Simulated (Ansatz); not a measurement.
# Ta: enthalpy under pressure, worked through

Method: DFT PBEsol, scalar-relativistic, plane waves, PAW (Ansatz). Settings: 420 eV cutoff, 18×18×18 k-mesh, Gaussian smearing of 0.10 eV, no spin polarisation.

Starting point, cell and atoms relaxed:

```yaml
crystal:
  lattice:
    - [-1.64024, 1.64024, 1.64024]
    - [1.64024, -1.64024, 1.64024]
    - [1.64024, 1.64024, -1.64024]
  atoms:
    - { symbol: Ta, position: [0.00000, 0.00000, 0.00000] }
```

Cell and atoms were relaxed at each target pressure within the start's symmetry (Im-3m), at zero temperature; other phases can be more stable under pressure. H = E + PV with P the target; E is the free energy at the smearing used, whose derivative the pressure is, per atom and counted from zero pressure.

Spin–orbit coupling is left out, which can shift energies with elements as heavy as these.

| P (GPa) | V (Å³/atom) | E − E0 (meV) | H − H0 (meV) |
| --- | --- | --- | --- |
| 0 | 17.652 | 0.0 | 0.0 |
| 2 | 17.483 | 1.0 | 219.3 |
| 5 | 17.243 | 6.3 | 544.4 |
| 10 | 16.890 | 22.8 | 1077.0 |
| 20 | 16.270 | 80.3 | 2111.3 |
| 40 | 15.263 | 266.3 | 4076.8 |

Problem. Thermodynamics gives dH/dP = V along a relaxed path. Integrate V over P by the trapezoid rule and compare with the computed enthalpies.

Solution. With 1 eV/Å³ = 160.22 GPa, each step adds the mean volume times ΔP / 160.22:
```
P (GPa)  ∫V dP (meV) H − H0 (meV) difference (meV)
      2        219.3         219.3               0.0
      5        544.4         544.4               0.0
     10       1077.0        1077.0               0.0
     20       2111.9        2111.3               0.6
     40       4080.0        4076.8               3.3
```

V(P) curves upward, so the trapezoid rule runs high; integrating a smooth curve through the same points puts that excess at about 3.3 meV at 40 GPa, against the 3.3 meV found.

Problem. At 40 GPa, how much of the enthalpy change is stored energy and how much is the PV term?

Solution. E rises by 266 meV/atom and PV is 40 × 15.263 / 160.22 = 3810 meV/atom, so PV makes 93 % of ΔH. So between rival structures at high pressure a small difference in volume can outweigh the difference in energy: 1 % of this volume is worth 38.1 meV/atom at this pressure.

Problem. What bulk modulus do the lowest pressures give?

Solution. From the pressures that the runs reached, -2.08 GPa (17.833 Å³) and 2.01 GPa (17.483 Å³), B = −ΔP/Δln V = 4.09 / 0.0198 = 206 GPa, a mean over that range.